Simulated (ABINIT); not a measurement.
GaN:

```
CELL_PARAMETERS angstrom
0.00000 2.25350 2.25350
2.25350 0.00000 2.25350
2.25350 2.25350 0.00000
ATOMIC_POSITIONS crystal
Ga 0.00000 0.00000 0.00000
N 0.25000 0.25000 0.25000
```

The cell is a database's computed one.

Base run:

| Item | Value |
| --- | --- |
| Program | ABINIT 10.8.3 (patched build) |
| Functional | PBE0 |
| Potentials or basis | SPMS NC PBE v1.0 |
| Cutoff | 952 eV |
| k mesh | 6 × 6 × 6 |
| Occupations | fermi-dirac, width 0.05 eV |
| Spin | no spin polarisation |

Its results: band gap on the k mesh 2.94 eV, direct.

Problem. After a change of settings the same cell gave: band gap on the k mesh 4.55 eV, direct. Which change was it?
A. share of exact exchange from 0.15 to 0.05
B. share of exact exchange from 0.15 to 0.5
C. share of exact exchange from 0.15 to 0.35
D. share of exact exchange from 0.15 to 0.25

Solution. C.

Caveats: exact exchange is summed on a coarse mesh, which widens gaps by tenths of an eV.
